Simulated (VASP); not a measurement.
Here is the system:

```yaml
crystal:
  lattice:
    - [1.35962, -2.35493, 0.00000]
    - [1.35962, 2.35493, 0.00000]
    - [0.00000, 0.00000, 4.41478]
  atoms:
    - { symbol: Be, position: [0.66667, 0.33333, 0.50006] }
    - { symbol: Be, position: [0.33333, 0.66667, 0.00006] }
    - { symbol: O, position: [0.66667, 0.33333, 0.87794] }
    - { symbol: O, position: [0.33333, 0.66667, 0.37794] }
```

Level of theory: LDA (Ceperley-Alder, Perdew-Zunger), VASP's LDA PAW potentials (set 64) (plane waves; VASP). Numerical set-up: 520 eV cut-off, 9×9×5 Γ-centred mesh, Gaussian smearing of 0.050 eV, potentials Be O.

Task: What does the run give for the energy per atom (σ→0), pressure, band gap (on the k-mesh) with the smallest direct gap where there is one?

Result: 
* **band gap (on the k-mesh)**: 7.31 eV
* **smallest direct gap (on the k-mesh)**: 7.31 eV
* **energy per atom (σ→0)**: -7.850 eV/atom
* **pressure**: -12.03 GPa

Only differences to runs with the same potentials and settings are physical.

The compound is BeO in the wurtzite structure. This cell is one point of a volume scan, at 1.06 of the reference volume.
